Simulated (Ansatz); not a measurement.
Energy landscape near a AlRu structure

Method: Ansatz, DFT PBEsol, scalar-relativistic, plane waves, PAW.

Settings: cutoff 420 eV, Γ-centred mesh 12×12×12 on the computed 2-atom cell, Gaussian smearing of 0.10 eV; no spin polarisation.

Reference cell:

```xyz
2
Lattice="2.9916 0.0000 0.0000 0.0000 2.9916 0.0000 0.0000 0.0000 2.9916" Properties=species:S:1:pos:R:3 pbc="T T T"
Al    0.0000    0.0000    0.0000
Ru    1.4958    1.4958    1.4958
```

Each variant moves atoms of this cell by the vectors given, if any (Å), and then applies a symmetric strain (tensor components, Cartesian axes). The reference cell isn't relaxed at this level. Energies are per atom at zero smearing, counted from the lowest variant. Pressure is positive in compression.

1. strain (xx yy zz yz xz xy, %) -0.67 -1.37 -0.57 -0.06 0.09 0.05; moves: Al1 (-0.077, 0.018, 0.062); Ru2 (0.077, -0.018, -0.062)
2. strain (xx yy zz yz xz xy, %) -0.70 -4.30 0.59 0.83 -3.00 0.79; moves: Al1 (0.091, -0.025, -0.034); Ru2 (-0.091, 0.025, 0.034)
3. no strain; moves: Al1 (-0.037, 0.186, 0.120)

| variant | ΔE (meV/atom) | P (GPa) | largest force (eV/Å) | space group |
| --- | --- | --- | --- | --- |
| 1 | 0.0 | 5.59 | 1.79 | P1 |
| 2 | 38.2 | 11.30 | 1.67 | P1 |
| 3 | 14.0 | 0.49 | 1.82 | P1 |